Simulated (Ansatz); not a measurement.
# Σ9 (221) boundary in fcc Au with Ag (substitutional): structure and resistance, part 2 of 2

Aim: the relaxed structure and the specific resistance of the Σ9 (221) boundary in fcc Au with Ag (substitutional).

Ansatz 0.2.0; Ansatz plane-wave DFT, PBE, PAW files; relaxation of a bicrystal slab with its lowest layers held; PAW set soft_1 (the session's first sound run).

So far. Step 2 (Relaxing the bicrystal): The largest force component on a free atom ends at 0.013 eV/Å, under the tolerance of 0.03, after 12 steps.

## (3) Transmission across the boundary

Bulk layers of each grain are laid under and over the relaxed boundary, and a lead is named in the middle of each, away from the free faces. The mesh across the current, 22×8, is finer than the density's, because channels open and close sharply across the zone. Energies from -0.1 to 0.1 eV in steps of 0.05 eV are too few for the program's thermal sum, so it prints no conductance; for a metal the transmission near the Fermi level serves, at a fraction of the cost.

This step: Ansatz plane-wave DFT, PBE, PAW files; ballistic transport by layer matching (Landauer), zero bias; boundary relaxed in a short slab, bulk layers laid on; PAW set soft_1 (Ansatz 0.2.0).

System of this step: Σ9 (221) boundary in fcc Au with Ag (substitutional). The cell holds 63 atoms: 62 Au and 1 Ag. Its edges and angles: a = 2.884 Å, b = 8.651 Å, c = 51.112 Å, α = 90.0°, β = 90.0°, γ = 90.0°. It derives from Au. Regions: lower grain, 26 atoms (26 Au); boundary, 17 atoms (16 Au and 1 Ag); upper grain, 20 atoms (20 Au). Vacuum lies along c.

Contents of input.yaml:

```yaml
crystal:
  lattice:
    - [2.8837582304, 0.0, 0.0]
    - [0.0, 8.6512746911, 0.0]
    - [0.0, 0.0, 51.1119557559]
  atoms:
    - { symbol: Au, position: [-17.0, -9.4444444443, 0.0782595763] }
    - { symbol: Au, position: [-16.5, -9.1666666665, 0.0915579978] }
    - { symbol: Au, position: [-16.0, -8.8888888888, 0.1048564194] }
    - { symbol: Au, position: [-15.5, -8.611111111, 0.1181548409] }
    - { symbol: Au, position: [-15.0, -8.3333333332, 0.1314532624] }
    - { symbol: Au, position: [-14.5, -8.0555555554, 0.144751684] }
    - { symbol: Au, position: [-14.0, -7.7777777777, 0.1580501055] }
    - { symbol: Au, position: [-13.5, -7.4999999999, 0.171348527] }
    - { symbol: Au, position: [-13.0, -7.2222222221, 0.1846469486] }
    - { symbol: Au, position: [-12.5, -6.9444444443, 0.1979453701] }
    - { symbol: Au, position: [-12.0, -6.6666666666, 0.2112437917] }
    - { symbol: Au, position: [-11.5, -6.3888888888, 0.2245422132] }
    - { symbol: Au, position: [-11.0, -6.111111111, 0.2378406347] }
    - { symbol: Au, position: [-10.5, -5.8333333333, 0.2511390563] }
    - { symbol: Au, position: [-10.0, -5.5555555555, 0.2644374778] }
    - { symbol: Au, position: [-9.5, -5.2777777777, 0.2777358994] }
    - { symbol: Au, position: [-9.0, -4.9999999999, 0.2910343209] }
    - { symbol: Au, position: [-8.5, -4.7222222222, 0.3043327424] }
    - { symbol: Au, position: [-8.0, -4.4444444444, 0.317631164] }
    - { symbol: Au, position: [-7.5, -4.1666666666, 0.3309295855] }
    - { symbol: Au, position: [-7.0, -3.8888888888, 0.344228007] }
    - { symbol: Au, position: [-6.5, -3.6111111111, 0.3575264286] }
    - { symbol: Au, position: [-6.0, -3.3333333333, 0.3708248501] }
    - { symbol: Au, position: [-5.5, -3.0555555555, 0.3841232717] }
    - { symbol: Au, position: [-5.0, -2.7777777777, 0.3974216932] }
    - { symbol: Au, position: [-4.5, -2.5, 0.4107201147] }
    - { symbol: Au, position: [0.0, 0.7777777778, 0.4240185363] }
    - { symbol: Au, position: [0.5, 0.0548805257, 0.440909949] }
    - { symbol: Au, position: [0.0, 0.3425995605, 0.4532581524] }
    - { symbol: Au, position: [0.5, 0.6272330708, 0.4662288692] }
    - { symbol: Au, position: [0.0, 0.9002981674, 0.4837350195] }
    - { symbol: Au, position: [0.5, 0.1829222604, 0.4960291657] }
    - { symbol: Au, position: [0.0, 0.4582366782, 0.5079806338] }
    - { symbol: Au, position: [0.5, 0.7369364065, 0.5253990236] }
    - { symbol: Ag, position: [0.0, 0.0239599523, 0.5375244152] }
    - { symbol: Au, position: [0.0, 0.5358044579, 0.5608400784] }
    - { symbol: Au, position: [0.5, 0.2470452053, 0.5701491549] }
    - { symbol: Au, position: [0.0, 0.9863329355, 0.5917749007] }
    - { symbol: Au, position: [0.5, 0.7043147748, 0.6014280737] }
    - { symbol: Au, position: [0.0, 0.412466912, 0.6133347823] }
    - { symbol: Au, position: [0.5, 0.148355239, 0.6341341072] }
    - { symbol: Au, position: [0.0, 0.8580386358, 0.6448726978] }
    - { symbol: Au, position: [0.5, 0.5646734342, 0.655771993] }
    - { symbol: Au, position: [-5.0, -2.7131043436, 0.6690704145] }
    - { symbol: Au, position: [-5.5, -2.9908821214, 0.682368836] }
    - { symbol: Au, position: [-6.0, -3.2686598991, 0.6956672576] }
    - { symbol: Au, position: [-6.5, -3.5464376769, 0.7089656791] }
    - { symbol: Au, position: [-7.0, -3.8242154547, 0.7222641006] }
    - { symbol: Au, position: [-7.5, -4.1019932325, 0.7355625222] }
    - { symbol: Au, position: [-8.0, -4.3797710102, 0.7488609437] }
    - { symbol: Au, position: [-8.5, -4.657548788, 0.7621593653] }
    - { symbol: Au, position: [-9.0, -4.9353265658, 0.7754577868] }
    - { symbol: Au, position: [-9.5, -5.2131043436, 0.7887562083] }
    - { symbol: Au, position: [-10.0, -5.4908821213, 0.8020546299] }
    - { symbol: Au, position: [-10.5, -5.7686598991, 0.8153530514] }
    - { symbol: Au, position: [-11.0, -6.0464376769, 0.828651473] }
    - { symbol: Au, position: [-11.5, -6.3242154546, 0.8419498945] }
    - { symbol: Au, position: [-12.0, -6.6019932324, 0.855248316] }
    - { symbol: Au, position: [-12.5, -6.8797710102, 0.8685467376] }
    - { symbol: Au, position: [-13.0, -7.157548788, 0.8818451591] }
    - { symbol: Au, position: [-13.5, -7.4353265657, 0.8951435806] }
    - { symbol: Au, position: [-14.0, -7.7131043435, 0.9084420022] }
    - { symbol: Au, position: [-14.5, -7.9908821213, 0.9217404237] }
kpoints:
  mp_grid: { grid: [9, 3, 1] }
hamiltonian:
  xc: pbe
  pseudopotentials: { kind: paw, azcp: { folder: soft_1 } }
scf:
  occupations: { method: fermi_dirac, width: 0.1 }
output:
  transmission:
    leads: [[14, 15], [51, 52]]
    kmesh: [22, 8]
    e_range: [-0.1, 0.1]
    de: 0.05
  write_potential: true
  write_density: true
  volumetric_format: npy
  elf: true
```

On the command line:

```console
$ ansatz run input.yaml --threads 4 --pin off --max-ram 15360MiB --backend cpu --events-out ev --progress --plain --runs-dir out
```

Numbers of over 12 decimals in the logs are rounded to 6 here.

The program printed:

```text
[...]
Crystal: 63 atoms, lattice volume = 1275.151 Å³
Basis set: ecut = 420 eV, 24935 PW (Γ)
Bands: 719, of which v1, the nominal top of the filled ones, is band 599 counted from 1 (598 counted from 0)
Symmetry: 2 space group operations
[...]
k-points: 10 of 27 (time reversal used)
[...]
SCF iter   1: F=—  HF=-822977.445080 eV  |F-HF|=—  |Δ(HF+E_count)|=         —  Δρ=6.18e-2  dr2=6.79e1  ethr=3.10e-3  ⟨swp⟩=5.4  Hψ=23342  notcnv=0  defer=660
[...]
SCF iter  10: F=-822961.480913 eV  HF=-822961.480913 eV  |F-HF|=1.72e-8  |Δ(HF+E_count)|=   8.61e-8  Δρ=1.33e-6  dr2=4.36e-8  ethr=8.35e-12  ⟨swp⟩=12.5  Hψ=32947  notcnv=0
SCF 1 converged in 10 iterations: F = -822961.480913 eV  dr2 = 4.36e-8
[...]
transmission: 234 of 2340 steps passed
transmission: 468 of 2340 steps passed
[...]
transmission: 2340 of 2340 steps passed
WARN: The output density's exchange-correlation potential varies sharply where the density is thin. Do not read a vacuum level from v_tot or v_xc, or from such a field of the output density. On a cell that repeats whose density bears no net charge and no dipole along the vacuum's axis use v_es (v_loc + v_h of the components); under efield.dipole_correction with no amplitude use v_es + v_field, which holds any externa [...]
SCF converged after 10 iterations
Free energy (F): -822961.480913 eV
[...]
Internal energy: -822960.953236 eV  (E = F + TS)
E sigma→0 (E₀):  -822961.217075 eV
Entropy (-TS):   -0.527676 eV (-8.376 meV/atom)
Fermi energy:    16.455799 eV
[...]
--- Band table (eV; the first three rows and the last of 10) ---
  k-point 0: bands = [... 595 lower, 14.7342, 14.7843, 14.7872, 14.8193, 14.8906, 14.9005, 15.0178, 15.1355, ... 116 higher]
  k-point 1: bands = [... 595 lower, 14.7729, 14.7887, 14.8066, 14.8331, 14.8427, 14.8501, 15.0323, 15.1323, ... 116 higher]
  k-point 2: bands = [... 595 lower, 14.8260, 14.8570, 14.9472, 15.0001, 15.1512, 15.2523, 15.4421, 15.5068, ... 116 higher]
  k-point 9: bands = [... 595 lower, 17.4008, 17.4451, 17.4548, 17.6025, 17.6741, 17.6907, 17.8114, 17.8354, ... 116 higher]
--- Transmission ---
  basis      : 221 plane waves across, 39 finite elements along
  points     : 60, standing for a mesh of 22 x 8
  energies   : 5 from -0.100000 to 0.100000 eV about the Fermi level, 0.050000 eV apart; the leads are filled to 0.000000 eV, and channels, transmission and decay are at 0.000000 eV
  crystal 0  : Au4, at the sites [14, 15], period 2.7188 Å, over 18.35 Å; its Hamiltonian steps by up to 51.0 meV: too much for a lead, lay more layers or, if its atoms are ordered, name the step of that order
    offset         : up to 0.0000 Å between an atom of the period and one for which it stands
    channels       : 2.903409e0 a spin
    conductance    : none, the energies end too early or step too widely for 300 K: set another output.transmission.e_range or a lower de, or, where they end at an eighth of basis.ecutwfc, a higher one
[...]
channels       : 2.869318e0 a spin
[...]
junction   : crystal 0 to crystal 1, 13.18 to 37.94 Å
    transmission   : 1.907061e0 a spin
[...]
```

The job ended after 30 min (4 threads of Arm Neoverse V1, shared host; peak memory 11 GiB).

This step gave:

| Property | Result |
| --- | --- |
| free energy | -822961.4809 eV |
| energy at zero smearing | -822961.2171 eV |
| Fermi energy | 16.46 eV |
| cell area | 24.95 Å² |
| transmission per spin nearest the Fermi level | 1.907 |
| open channels per spin nearest the Fermi level | 2.903 |
| open channels per spin, upper lead | 2.869 |
| step of the lead's potential | 51 meV |
| step of the upper lead's potential | 51.8 meV |

Per spin. Table of transmission, zone mean by energy, zero at the Fermi level:

```
energy (eV)  transmission, zone mean
    -0.1000                     1.91
    -0.0500                     1.92
     0.0000                     1.91
     0.0500                     1.90
     0.1000                     1.94
```

Per spin. Open channels, zone mean against energy, zero at the Fermi level:

```
energy (eV)  lead  upper lead
    -0.1000  2.84        2.81
    -0.0500  2.84        2.86
     0.0000  2.90        2.87
     0.0500  2.87        2.86
     0.1000  2.86        2.86
```

Transmission over k1 and k2. At 0.0000 eV from the Fermi level.

Ten even steps from '0' (0.11) to '9' (2.80):
```
1555557887444788755555
2555677589636985776555
2667778889999988877766
3777778899999998877777
2667778889999988877766
2555677589636985776555
1555557887444788755555
1555552680000086255555
```
Columns: k1 (b1) from -0.5 to 0.455; rows upwards: k2 (b2) from -0.5 to 0.375.

Open channels over k1 and k2. At 0.0000 eV from the Fermi level.

Values, 8 rows by 16 columns, each cell a mean:
```
3.45 2.00 2.00 2.36 3.00 3.00 3.45 3.27 3.00 3.55 3.18 3.00 3.00 2.09 2.00 2.00
3.73 2.45 2.82 3.00 3.00 3.00 3.00 3.73 3.27 3.45 3.00 3.00 3.00 3.00 2.55 2.73
3.73 3.00 3.00 3.00 3.00 3.00 3.00 3.00 3.00 3.00 3.00 3.00 3.00 3.00 3.00 3.00
3.73 3.00 3.00 3.00 3.00 3.00 3.00 3.00 3.00 3.00 3.00 3.00 3.00 3.00 3.00 3.00
3.73 3.00 3.00 3.00 3.00 3.00 3.00 3.00 3.00 3.00 3.00 3.00 3.00 3.00 3.00 3.00
3.73 2.45 2.82 3.00 3.00 3.00 3.00 3.73 3.27 3.45 3.00 3.00 3.00 3.00 2.55 2.73
3.45 2.00 2.00 2.36 3.00 3.00 3.45 3.27 3.00 3.55 3.18 3.00 3.00 2.09 2.00 2.00
3.45 2.00 2.00 2.00 2.00 3.82 3.09 2.00 2.00 2.00 3.64 3.27 2.00 2.00 2.00 2.00
```
Columns: k1 (b1) from -0.5 to 0.455; rows upwards: k2 (b2) from -0.5 to 0.375.

Electrostatic potential energy in the cb plane at fractional x = 0.000, with atoms of Au and Ag within 0.2 Å of it. With pseudopotentials it is smooth inside the atoms' cores, unlike the true potential.

Values in eV, 12 rows by 16 columns, each cell a mean:
```
 17  18  18  18  14 -24  -8  12  -5  11  -7 -26  11  -4   0  17
 18  16  -9   4  14 -26 -10  18  17  19  15   7  15 -25 -21  15
  6  11 -30 -13  18   7  13  18  19  20  20  18  17  -8  -5   5
-24  13 -11   3  18  19  20  18  18  17  19  17  19  18  17   3
-18  16  17  18  18  18  17  17  15 -14   4  18  19  19  17  16
 13  18  18  19  18  18  -7  -9   8 -31  -9  14   5  17  17  19
 19  18  18  10   0  15 -21 -23  13  -8   7  -4 -29   9  17  17
 17  13  18 -10 -29  11   1   1  19  18  18  -1 -26  10  -1 -12
  4 -24   9  -2 -20  14  18  19  20  19  18  16  10  17 -16 -29
 -2 -31   5  17  15  18  17  19  19  18  18  20  19  17   3  -6
 13   0  16  18  19  19  18  14  -2  13  15   9  18  17  18  17
 18  18  19  17  18  11  15   5   0   4  -6 -25  13  18  18  17
```
Columns run along c (16.0 Å, from fractional 0.37 to 0.69 of the cell; values clipped at the 3rd and 97th percentile), rows up along b (8.7 Å). Atoms in or near the plane, at fractional coordinates: Au at (0.40, 0.22), Au at (0.42, 0.78), Au at (0.45, 0.34), Au at (0.48, 0.90), Au at (0.51, 0.46), Ag at (0.54, 0.02), Au at (0.56, 0.54), Au at (0.59, 0.99), Au at (0.61, 0.41), Au at (0.64, 0.86), Au at (0.67, 0.29).

Valence density in the cb plane at fractional x = 0.000, with atoms of Au and Ag within 0.2 Å of it. It is the smooth field of the valence electrons, not physical close to the nuclei.

Values in e/Å³, 12 rows by 16 columns, each cell a mean:
```
 0  0  0  0  0  6  3  1  4  1  3  7  1  2  2  0
 0  0  3  1  0  7  3  0  0  0  0  1  0  7  6  0
 1  1  9  4  0  1  0  0  0  0  0  0  0  3  2  1
 7  0  3  1  0  0  0  0  0  0  0  0  0  0  0  1
 5  0  0  0  0  0  0  0  0  4  1  0  0  0  0  0
 0  0  0  0  0  0  3  3  1 10  3  0  1  0  0  0
 0  0  0  1  2  0  6  7  0  3  1  2  9  1  0  0
 0  0  0  3  9  1  2  2  0  0  0  2  7  1  2  3
 1  6  1  2  5  0  0  0  0  0  0  0  1  0  5  9
 2 10  1  0  0  0  0  0  0  0  0  0  0  0  1  2
 0  1  0  0  0  0  0  0  3  0  0  1  0  0  0  0
 0  0  0  0  0  1  0  1 14  2  3  7  0  0  0  0
```
Columns run along c (16.0 Å, from fractional 0.37 to 0.69 of the cell), rows up along b (8.7 Å). Atoms in or near the plane, at fractional coordinates: Au at (0.40, 0.22), Au at (0.42, 0.78), Au at (0.45, 0.34), Au at (0.48, 0.90), Au at (0.51, 0.46), Ag at (0.54, 0.02), Au at (0.56, 0.54), Au at (0.59, 0.99), Au at (0.61, 0.41), Au at (0.64, 0.86), Au at (0.67, 0.29).

ELF in the cb plane at fractional x = 0.000, with atoms of Au and Ag within 0.2 Å of it. It is the smooth field of the valence electrons, not physical close to the nuclei.

Values, 12 rows by 16 columns, each cell a mean:
```
0.20 0.17 0.18 0.19 0.23 0.55 0.42 0.22 0.42 0.23 0.43 0.58 0.26 0.38 0.36 0.20
0.19 0.22 0.42 0.32 0.23 0.58 0.43 0.19 0.16 0.11 0.25 0.30 0.23 0.58 0.52 0.22
0.30 0.26 0.64 0.45 0.19 0.30 0.25 0.20 0.19 0.08 0.11 0.20 0.20 0.42 0.38 0.31
0.56 0.25 0.43 0.33 0.20 0.18 0.12 0.19 0.20 0.21 0.18 0.20 0.17 0.18 0.20 0.32
0.50 0.21 0.21 0.16 0.19 0.18 0.18 0.21 0.23 0.46 0.32 0.19 0.15 0.13 0.20 0.21
0.24 0.19 0.19 0.13 0.18 0.19 0.42 0.41 0.29 0.65 0.41 0.24 0.32 0.20 0.20 0.14
0.13 0.17 0.19 0.28 0.36 0.22 0.54 0.56 0.27 0.42 0.29 0.38 0.61 0.28 0.20 0.19
0.19 0.25 0.20 0.43 0.62 0.26 0.34 0.37 0.16 0.20 0.19 0.36 0.56 0.26 0.35 0.45
0.32 0.53 0.27 0.37 0.51 0.23 0.20 0.17 0.08 0.18 0.20 0.20 0.28 0.20 0.47 0.62
0.36 0.64 0.30 0.20 0.23 0.17 0.21 0.15 0.13 0.19 0.20 0.13 0.15 0.21 0.32 0.39
0.24 0.36 0.21 0.20 0.15 0.14 0.20 0.20 0.37 0.20 0.24 0.29 0.19 0.19 0.16 0.19
0.20 0.17 0.14 0.20 0.18 0.27 0.24 0.27 0.66 0.29 0.40 0.57 0.25 0.19 0.16 0.19
```
Columns run along c (16.0 Å, from fractional 0.37 to 0.69 of the cell), rows up along b (8.7 Å). Atoms in or near the plane, at fractional coordinates: Au at (0.40, 0.22), Au at (0.42, 0.78), Au at (0.45, 0.34), Au at (0.48, 0.90), Au at (0.51, 0.46), Ag at (0.54, 0.02), Au at (0.56, 0.54), Au at (0.59, 0.99), Au at (0.61, 0.41), Au at (0.64, 0.86), Au at (0.67, 0.29).

Over the solved energies the transmission per spin lies between 1.90 and 1.94, out of 2.86 channels of the lead on average (up to 2.90). The log calls the step of a lead's potential too much.

## (4) Specific resistance

This step: Ansatz plane-wave DFT, PBE, PAW files; ballistic transport by layer matching (Landauer), zero bias; specific resistance of the boundary; PAW set soft_1 (Ansatz 0.2.0).

This step gave:

* area resistance: 0.5532 fΩ m²
* T over the leads' mean channel count: 0.6709

Averaged over the energies near the Fermi level, 67.1 % of the channels pass, which makes 0.553 fΩ m².

By hand, with T and the leads' channels N averaged over the energies near the Fermi level: RA = A (h/2e²)(1/T − ½[1/N₁ + 1/N₂]) = 24.95×10⁻²⁰ m² × 12 906 Ω × (1/1.916 − ½[1/2.860 + 1/2.851]) = 0.553 fΩ m².

## (5) Summary of results

```
specific resistance of the boundary : 0.553 fΩ m²
share of channels that pass         : 0.671
```

What this shows: The boundary has a specific resistance of 0.55 fΩ m². The boundary reflects 33 % of the channels; 0.55 fΩ m² is 5.5×10⁻¹² Ω·cm². That equals the resistance of 24 nm of bulk Au at 300 K (measured 2.271 µΩ cm, CRC Handbook of Chemistry and Physics, 84th ed., 2003, Electrical Resistivity of Pure Metals). One Ag in 24.9 Å² of boundary is a high coverage. In the relaxation the upper grain slid sideways by about 0.6 Å, so the result belongs to the position that it found, not to the starting one. Each plane of this narrow cell holds one atom, so the solute fills a whole plane. One starting structure was relaxed; another shift or atom count at the boundary may lie lower. Spin-orbit coupling is left out, which matters for Au. A lead's potential steps by up to 52 meV from period to period, which the log calls too much, so longer leads could move the result.

[Logs are printed without paths, hosts, clocks, repeated set-up lines and the standing remarks that a program may print on its own settings, such as how far it seeks lower states.]

[Hosts, paths, dates, database ids (printed as entryN), source tags and the programs' standing remarks are cut or masked in the printed files.]
